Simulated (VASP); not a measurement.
Crystal: MgS.

```
CELL_PARAMETERS angstrom
0.00000 2.84861 2.84861
2.84861 0.00000 2.84861
2.84861 2.84861 0.00000
ATOMIC_POSITIONS crystal
Mg 0.00000 0.00000 0.00000
S 0.75000 0.75000 0.75000
```

The cell comes from a database or a generator and needn't be the stable form of this composition.

| Quantity | Value |
| --- | --- |
| Program | VASP 6.6.1 |
| Task | relaxation of cell and atoms |
| Functional | PBEsol |
| Potentials or basis | VASP PAW PBE potentials, release 64 (Mg, S) |
| Cutoff | 600 eV |
| k mesh | 8 × 8 × 8 |
| Occupations | gaussian, width 0.02 eV |
| Spin | no spin polarisation |

At the start: pressure -1.4 GPa; volume 23.12 Å³/atom.

Q: How do energy, volume and symmetry change on relaxing?

A: Over 3 steps the energy falls by 2.6 meV/atom and the volume is 22.54 Å³/atom (-2.5 %); space group F-43m (No. 216, to 0.05 Å).

Step by step:
```
step  energy change (eV)  largest force (eV/Å)  pressure (GPa)  volume (Å³)
   1              0.0000                0.0000           -1.39        46.23
   2             -0.0050                0.0000            0.25        44.90
   3             -0.0051                0.0000            0.00        45.08
```

Final structure:
```
CELL_PARAMETERS angstrom
0.00000 2.82483 2.82483
2.82483 0.00000 2.82483
2.82483 2.82483 0.00000
ATOMIC_POSITIONS crystal
Mg 0.00000 0.00000 0.00000
S 0.75000 0.75000 0.75000
```

Caveat: the PAW data sets were made with another functional, which shifts forces and pressure a little.
